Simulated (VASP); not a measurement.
# CdS (F-43m) in VASP: settings compared, part 3 of 3

VASP 6.6.1.

## Step 6: Single point, r2SCAN

The input, INCAR:

```
  ALGO = Normal
  EDIFF = 1E-6
  ENCUT = 520
  ISIF = 2
  ISMEAR = 0
  LASPH = True
  LCHARG = True
  LELF = True
  LMIXTAU = True
  LREAL = False
  LVHAR = True
  LWAVE = False
  METAGGA = R2SCAN
  NBANDS = 16
  NELM = 100
  PREC = Accurate
  SIGMA = 0.02
```

The input, KPOINTS:

```
k-points
0
Gamma
  8 8 8
```

The input, POSCAR:

```
CdS
1.0
    0.0000000000      2.9178400000      2.9178400000
    2.9178400000      0.0000000000      2.9178400000
    2.9178400000      2.9178400000      0.0000000000
Cd S
1 1
Direct
    0.0000000000      0.0000000000      0.0000000000
    0.7500000000      0.7500000000      0.7500000000
```

Potentials or basis: VASP PAW PBE potentials, release 64 (Cd, S).

The run is started by

```sh
cat potpaw_PBE.64/Cd/POTCAR potpaw_PBE.64/S/POTCAR > POTCAR
mpirun -np 1 vasp_std > vasp.out
```

OUTCAR:

```text
EDIFF = 1E-6
   ENCUT = 520
   ISIF = 2
   ISMEAR = 0
   LASPH = True
   LREAL = False
   METAGGA = R2SCAN
   NELM = 100
   PREC = Accurate

 ion  position               nearest neighbor table
   1  0.000  0.000  0.000-   2 2.53   2 2.53   2 2.53   2 2.53
   2  0.750  0.750  0.750-   1 2.53   1 2.53   1 2.53   1 2.53

  LATTYP: Found a face centered cubic cell.
 ALAT       =     5.8356800000

  Lattice vectors:

 A1 = (   0.0000000000,   2.9178400000,   2.9178400000)
 A2 = (   2.9178400000,   0.0000000000,   2.9178400000)
 A3 = (   2.9178400000,   2.9178400000,   0.0000000000)

Analysis of symmetry for initial positions (statically):
=====================================================================
 Subroutine PRICEL returns:
 Original cell was already a primitive cell.

 Routine SETGRP: Setting up the symmetry group for a
 face centered cubic supercell.

 Subroutine GETGRP returns: Found 24 space group operations
 (whereof 24 operations were pure point group operations)
 out of a pool of 48 trial point group operations.

The static configuration has the point symmetry T_d .

Analysis of symmetry for dynamics (positions and initial velocities):
=====================================================================
 Subroutine PRICEL returns:
 Original cell was already a primitive cell.

 Routine SETGRP: Setting up the symmetry group for a
 face centered cubic supercell.

 Subroutine GETGRP returns: Found 24 space group operations
 (whereof 24 operations were pure point group operations)
 out of a pool of 48 trial point group operations.

The dynamic configuration has the point symmetry T_d .

 Subroutine INISYM returns: Found 24 space group operations
 (whereof 24 operations are pure point group operations),
 and found     1 'primitive' translations

----------------------------------------------------------------------------------------

                                     Primitive cell

  volume of cell :      49.6838

  direct lattice vectors                    reciprocal lattice vectors
     0.000000000  2.917840000  2.917840000    -0.171359636  0.171359636  0.171359636
     2.917840000  0.000000000  2.917840000     0.171359636 -0.171359636  0.171359636
     2.917840000  2.917840000  0.000000000     0.171359636  0.171359636 -0.171359636

  length of vectors
     4.126448901  4.126448901  4.126448901     0.296803596  0.296803596  0.296803596

  position of ions in fractional coordinates (direct lattice)
     0.000000000  0.000000000  0.000000000
     0.750000000  0.750000000  0.750000000

  ion indices of the primitive-cell ions
   primitive index   ion index
                 1           1
                 2           2

----------------------------------------------------------------------------------------

 KPOINTS: k-points

Automatic generation of k-mesh.
 Grid dimensions read from file:
 generate k-points for:    8    8    8

 Generating k-lattice:

  Cartesian coordinates                     Fractional coordinates (reciprocal lattice)
    -0.021419954  0.021419954  0.021419954     0.125000000  0.000000000  0.000000000
     0.021419954 -0.021419954  0.021419954     0.000000000  0.125000000  0.000000000
     0.021419954  0.021419954 -0.021419954     0.000000000  0.000000000  0.125000000

  Length of vectors
     0.037100449  0.037100449  0.037100449

  Shift w.r.t. Gamma in fractional coordinates (k-lattice)
     0.000000000  0.000000000  0.000000000

 Subroutine IBZKPT returns following result:
 ===========================================

 Found     29 irreducible k-points:

 Following reciprocal coordinates:
            Coordinates               Weight
  0.000000  0.000000  0.000000      1.000000
  0.125000  0.000000  0.000000      8.000000
  0.250000  0.000000  0.000000      8.000000
  0.375000  0.000000  0.000000      8.000000
  0.500000  0.000000  0.000000      4.000000
  0.125000  0.125000  0.000000      6.000000
[... 16 lines left out ...]
  0.500000  0.250000  0.125000     48.000000
 -0.375000  0.250000  0.125000     24.000000
 [... further k-points ...]
   k-points           NKPTS =     29   k-points in BZ     NKDIM =     29   number of bands    NBANDS=     16
   number of dos      NEDOS =    301   number of ions     NIONS =      2
   total plane-waves  NPLWV =  32768
   dimension x,y,z NGX =    32 NGY =   32 NGZ =   32
   dimension x,y,z NGXF=    64 NGYF=   64 NGZF=   64
   ions per type =               1   1
   NGX,Y,Z   is equivalent  to a cutoff of  12.89, 12.89, 12.89 a.u.
   NGXF,Y,Z  is equivalent  to a cutoff of  25.78, 25.78, 25.78 a.u.
 SYSTEM =  unknown system
   PREC   = accura    normal or accurate (medium, high low for compatibility)
   ISTART =      0    job   : 0-new  1-cont  2-samecut
   ICHARG =      2    charge: 1-file 2-atom 10-const
   ISPIN  =      1    spin polarized calculation?
   LNONCOLLINEAR =      F non collinear calculations
   LSORBIT =      F    spin-orbit coupling
   LASPH  =      T    aspherical Exc in radial PAW
   ENCUT  =  520.0 eV  38.22 Ry    6.18 a.u.   7.67  7.67  7.67*2*pi/ulx,y,z
   NELM   =    100;   NELMIN=  2; NELMDL= -5     # of ELM steps
   EDIFF  = 0.1E-05   stopping-criterion for ELM
   LREAL  =      F    real-space projection
   EDIFFG = 0.1E-04   stopping-criterion for IOM
   NSW    =      0    number of steps for IOM
   IBRION =     -1    ionic relax: 0-MD 1-quasi-New 2-CG
   NFREE  =      0    steps in history (QN), initial steepest desc. (CG)
   ISIF   =      2    stress and relaxation
   ISYM   =      2    0-nonsym 1-usesym 2-fastsym
   POTIM  = 0.5000    time-step for ionic-motion
   TEBEG  =    0.0;   TEEND  =   0.0 temperature during run
   PSTRESS=    0.0 pullay stress
   NELECT =      18.0000    total number of electrons
   NUPDOWN=      -1.0000    fix difference up-down
   EMIN   =  10.00;   EMAX   =-10.00  energy-range for DOS
   EFERMI =   0.00;   METHOD = LEGACY
   ISMEAR =     0;   SIGMA  =   0.02  broadening in eV -4-tet -1-fermi 0-gaus
   EFERMI_NEDOS =   21; number of points for ismear=-14 and -15
   IALGO  =     38    algorithm
   IMIX   =      4    mixing-type and parameters
     AMIX     =   0.40;   BMIX     =  1.00
     AMIX_MAG =   1.60;   BMIX_MAG =  1.00
  volume/ion in A,a.u.               =      24.84       167.64
  Fermi-wavevector in a.u.,A,eV,Ry     =   1.167063  2.205429 18.531616  1.362035
  Thomas-Fermi vector in A             =   2.303568
   LORBIT       =      0    0 simple, 1 ext, 2 COOP (PROOUT), +10 PAW based schemes
   METAGGA = R2SCAN    functional components
   LHFCALC =     F    Hartree Fock is set to
   AEXX    =    0.0000 exact exchange contribution
   IVDW    =     0    specifies the selected vdW correction
   LEPSILON=     F    determine dielectric tensor
   LRPA    =     F    only Hartree local field effects (RPA)
 non-spin polarized calculation
 Gauss-broadening in eV      SIGMA  =   0.02
  energy-cutoff  :      520.00
  volume of cell :       49.68
 maximum number of plane-waves:      1363
   NGX = 15   NGY = 15   NGZ = 15

 number of electron      18.0000005 magnetization

 Free energy of the ion-electron system (eV)
  ---------------------------------------------------
  ext. energy  EPLUGINS =         0.00000000
  ---------------------------------------------------
  free energy    TOTEN  =       -29.67904965 eV

  energy without entropy =      -29.67904965  energy(sigma->0) =      -29.67904965

 E-fermi :   1.2019     XC(G=0):  -9.7273

 val. band max:        1.0388327338   @ k =   0.0000   0.0000   0.0000
 cond. band min:       2.6282578635   @ k =   0.0000   0.0000   0.0000
 fundamental gap:      1.5894251297
 Fermi energy:         1.2019178119

 k-point     1 :       0.0000    0.0000    0.0000
  band No.  band energies     occupation
      1     -11.8291      2.00000
      2      -6.9241      2.00000
      3      -6.9241      2.00000
      4      -6.9241      2.00000
      5      -6.4118      2.00000
      6      -6.4118      2.00000
[... 8 lines left out ...]
     15      13.0487      0.00000
     16      13.0487      0.00000
[... 419 lines left out ...]
 k-point    24 :      -0.3750    0.2500    0.1250
  band No.  band energies     occupation
      1     -11.3362      2.00000
      2      -6.7471      2.00000
      3      -6.7109      2.00000
      4      -6.4380      2.00000
      5      -6.3846      2.00000
      6      -5.9118      2.00000
[... 8 lines left out ...]
     15      13.9164      0.00000
     16      14.8774      0.00000

 [... further k-points ...]

------------------------ aborting loop because EDIFF is reached ----------------------------------------

  FORCE on cell =-STRESS in cart. coord.  units (eV):
  Direction    XX          YY          ZZ          XY          YZ          ZX
  --------------------------------------------------------------------------------------
  -------------------------------------------------------------------------------------
  Total        0.5296114      0.5296114      0.5296114     -0.0000000      0.0000000      0.0000000
  in kB       17.0786486     17.0786486     17.0786486     -0.0000000      0.0000000      0.0000000
  external PRESSURE =      17.0786486 kB  Pullay stress =       0.0000000 kB

 VOLUME and BASIS-vectors are now :
 -----------------------------------------------------------------------------
  energy-cutoff  :      520.00
  volume of cell :       49.68
      direct lattice vectors                 reciprocal lattice vectors
     0.000000000  2.917840000  2.917840000    -0.171359636  0.171359636  0.171359636
     2.917840000  0.000000000  2.917840000     0.171359636 -0.171359636  0.171359636
     2.917840000  2.917840000  0.000000000     0.171359636  0.171359636 -0.171359636

 POSITION                                       TOTAL-FORCE (eV/Angst)
 -----------------------------------------------------------------------------------
      0.00000      0.00000      0.00000        -0.000000     -0.000000     -0.000000
      4.37676      4.37676      4.37676         0.000000      0.000000      0.000000
 -----------------------------------------------------------------------------------
    total drift:                                0.000005      0.000005      0.000005

  FREE ENERGIE OF THE ION-ELECTRON SYSTEM (eV)
  ---------------------------------------------------
  free  energy   TOTEN  =       -29.6790496465 eV

  energy  without entropy=      -29.6790496465  energy(sigma->0) =      -29.67904965
```

OSZICAR:

```text
N       E                     dE             d eps       ncg     rms          rms(c)
DAV:   1     0.806035403570E+02    0.80604E+02   -0.91509E+03   944   0.104E+03
DAV:   2    -0.306246664034E+02   -0.11123E+03   -0.10503E+03  1160   0.255E+02
DAV:   3    -0.348378127383E+02   -0.42131E+01   -0.42074E+01  1160   0.518E+01
DAV:   4    -0.348629795440E+02   -0.25167E-01   -0.25165E-01  1176   0.397E+00
DAV:   5    -0.348633190102E+02   -0.33947E-03   -0.33946E-03  1144   0.425E-01    0.783E+00
DAV:   6    -0.294952748306E+02    0.53680E+01   -0.36055E+00   936   0.277E+01    0.959E+00
DAV:   7    -0.295928514837E+02   -0.97577E-01   -0.45113E-01   928   0.737E+00    0.548E+00
DAV:   8    -0.294789781952E+02    0.11387E+00   -0.35963E-01   928   0.487E+00    0.123E+00
DAV:   9    -0.296388775454E+02   -0.15990E+00   -0.21126E-01   928   0.368E+00    0.754E-01
DAV:  10    -0.296762489997E+02   -0.37371E-01   -0.17588E-02  1016   0.105E+00    0.329E-01
DAV:  11    -0.296768346641E+02   -0.58566E-03   -0.59277E-03  1008   0.751E-01    0.196E-01
DAV:  12    -0.296781874893E+02   -0.13528E-02   -0.19850E-03  1056   0.382E-01    0.128E-01
DAV:  13    -0.296787511331E+02   -0.56364E-03   -0.11372E-03   944   0.332E-01    0.459E-02
DAV:  14    -0.296790223052E+02   -0.27117E-03   -0.75309E-05  1024   0.709E-02    0.573E-03
DAV:  15    -0.296790470093E+02   -0.24704E-04   -0.11651E-05  1208   0.296E-02    0.427E-03
DAV:  16    -0.296790481235E+02   -0.11141E-05   -0.41484E-06   968   0.175E-02    0.447E-03
DAV:  17    -0.296790493879E+02   -0.12644E-05   -0.69243E-07   792   0.777E-03    0.212E-03
DAV:  18    -0.296790496465E+02   -0.25858E-06   -0.25119E-07   744   0.544E-03
   1 F= -.29679050E+02 E0= -.29679050E+02  d E =-.877311E-33
```

It took 78 s on 1 thread of Intel Xeon Platinum 8175M at 2.50GHz (Skylake/Cascade Lake), shared host; peak memory 0.19 GiB.

Results:

```yaml
Free_energy: -29.6790 eV
Pressure: 1.7 GPa
Band_gap_on_the_k_mesh: 1.59 eV, direct
```

Caveat: the PAW data sets were made with another functional, which shifts forces and pressure a little. r2SCAN opens gaps a little over a GGA but as a rule still falls short of measured ones.

## Step 7: The runs side by side

| level | potentials or basis | k mesh | cutoff (eV) | smearing | gap on the mesh (eV) | pressure (GPa) |
| --- | --- | --- | --- | --- | --- | --- |
| PBEsol | VASP PAW PBE potentials, release 64 (Cd, S) | 8 × 8 × 8 | 700 | gaussian 0.02 eV | 1.01 | 0.1 |
| PBEsol | VASP PAW PBE potentials, release 64 (Cd, S) | 12 × 12 × 12 | 520 | gaussian 0.02 eV | 1.01 | 0.1 |
| PBEsol | VASP PAW PBE potentials, release 64 (Cd, S) | 8 × 8 × 8 | 520 | gaussian 0.5 eV | 1.01 | 0.1 |
| PBEsol | VASP PAW PBE potentials, release 64 (Cd, S_h) | 8 × 8 × 8 | 900 | gaussian 0.02 eV | 1.01 | 0.1 |
| r2SCAN | VASP PAW PBE potentials, release 64 (Cd, S) | 8 × 8 × 8 | 520 | gaussian 0.02 eV | 1.59 | 1.7 |

Alike in all rows: task single point; no spin polarisation; cell as given.

Caveats: the PAW data sets were made with another functional, which shifts forces and pressure a little.

Absolute energies hang on the potentials; compare differences alone.
